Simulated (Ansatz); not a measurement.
# Bi: stress in a strained cell

Bi is deformed so: zz strain of +2 %. What stress and forces result, by LAPW, PAW and all-electron datasets made for the crystal?

Computed with Ansatz 0.2.0 (DFT PBE, scalar-relativistic, unless a step's input says otherwise).

## Step 1: The starting structure

Symmetry: C2/m, No. 12, monoclinic system. Conventional cell: a = 6.673 Å, b = 6.111 Å, c = 3.300 Å, α = 90.00°, β = 110.41°, γ = 90.00°. Around Bi (site symmetry m) lie 6 Bi at 3.15 to 3.31 Å.

Coordinates:

```
CELL_PARAMETERS angstrom
3.33628 -3.05540 0.00000
3.33628 3.05540 0.00000
-1.15098 0.00000 3.09291
ATOMIC_POSITIONS crystal
Bi 0.25180 0.25180 0.14900
Bi 0.74820 0.74820 0.85100
```

Atoms are numbered in the order of the input: Bi1, Bi2.

## Step 2: After the deformation

Space group C2/m before, C2/m after.

## Step 3: LAPW, all electrons

File input.yaml:

```yaml
crystal:
  lattice:
    - [3.33628, -3.0554, 0.0]
    - [3.33628, 3.0554, 0.0]
    - [-1.15098, 0.0, 3.1547682]
  atoms:
    - { symbol: Bi, position: [0.2518, 0.2518, 0.149] }
    - { symbol: Bi, position: [0.7482, 0.7482, 0.851] }
kpoints:
  mp_grid: { grid: [8, 8, 11] }
  band_path:
    path:
      - [0.0, 0.0, 0.0]
      - [-0.4875866677, 0.4875866677, 0.0]
      - [-0.5124133323, -0.4875866677, 0.0]
      - [-0.5, -0.5, 0.0]
      - [0.0, 0.0, 0.0]
      - [-0.5, -0.5, 0.5]
      - [-0.6742125916, -0.3257874084, 0.5]
      - [-0.3257874084, 0.3257874084, 0.5]
      - [0.0, 0.0, 0.5]
    npoints: 5
scf:
  occupations: { method: fermi_dirac, width: 0.05 }
hamiltonian:
  xc: pbe
  pseudopotentials: { kind: all_electron, lapw: { basis_error: 0.00025 } }
output:
  forces: true
  stress: true
  eigenvalues: true
```

Run with:

```sh
ansatz run input.yaml --threads 1 --pin off --max-ram 3072MiB --backend cpu --events-out ev --progress --plain --runs-dir out
```

## Step 4: Frozen-core PAW

File input.yaml:

```yaml
crystal:
  lattice:
    - [3.33628, -3.0554, 0.0]
    - [3.33628, 3.0554, 0.0]
    - [-1.15098, 0.0, 3.1547682]
  atoms:
    - { symbol: Bi, position: [0.2518, 0.2518, 0.149] }
    - { symbol: Bi, position: [0.7482, 0.7482, 0.851] }
kpoints:
  mp_grid: { grid: [8, 8, 11] }
scf:
  occupations: { method: fermi_dirac, width: 0.05 }
hamiltonian:
  xc: pbe
  pseudopotentials: { kind: paw }
output:
  forces: true
  stress: true
  eigenvalues: true
  efg: { contact_densities: true }
```

## Step 5: Datasets made for this crystal

input.yaml, as its differences from that of step 4:

```diff
@@ -14,3 +14,3 @@
   xc: pbe
-  pseudopotentials: { kind: paw }
+  pseudopotentials: { kind: all_electron, datasets: crystal }
 output:
```

(Steps that only read results are left out.)

Before running it: what results should come out? Wanted: pressure; largest shear or deviatoric stress.

**Answer**, as computed:

| quantity | value |
| --- | --- |
| pressure | LAPW 2.80, PAW 2.79, crystal datasets 2.81 GPa |
| largest shear or deviatoric stress (LAPW) | 1.00 GPa |

The largest part of the stress beyond the pressure is 1.00 GPa in size, in the xx component; the atoms are carried along and not relaxed. No run of the undeformed cell stands beside it, so the pressure holds what the given cell had before the change. PAW: stress within 0.02 GPa of LAPW, forces within 1 meV/Å. Crystal datasets: stress within 0.01 GPa of LAPW, forces within 1 meV/Å. Spin-orbit coupling is left out, though the cell holds Bi; in elements this heavy it can shift bands and gaps by tenths of an eV.
